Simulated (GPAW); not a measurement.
The system is CdTe.

```
CELL_PARAMETERS angstrom
0.00000 3.20500 3.20500
3.20500 0.00000 3.20500
3.20500 3.20500 0.00000
ATOMIC_POSITIONS crystal
Te 0.75000 0.75000 0.75000
Cd 0.00000 0.00000 0.00000
```

Program: GPAW 26.7.0. Alike in all runs: task dielectric tensor; no spin polarisation; cell as given; k mesh 6 × 6 × 6; cutoff (eV) 450; smearing fermi-dirac 0.001 eV.

**Question.** Order these runs on this cell by their band gap on the k mesh, lowest first.
A. level RPBE; potentials or basis the program's PAW data sets (release 1.2.1) made for this functional, pw
B. level LDA; potentials or basis the program's PAW data sets (release 1.2.1) made for this functional, pw
C. level AM05; potentials or basis PAW data sets generated in the run's folder for this functional, pw

**Answer.** B (0.61 eV), C (0.84 eV), A (1.02 eV).

Caveats: the long-wavelength limit can be off by several per cent where d states take part; spin-orbit coupling is left out, which moves the levels of the heavy elements; the gap is small at this level, which inflates the dielectric constant (some runs).

A k mesh can miss the band edges.
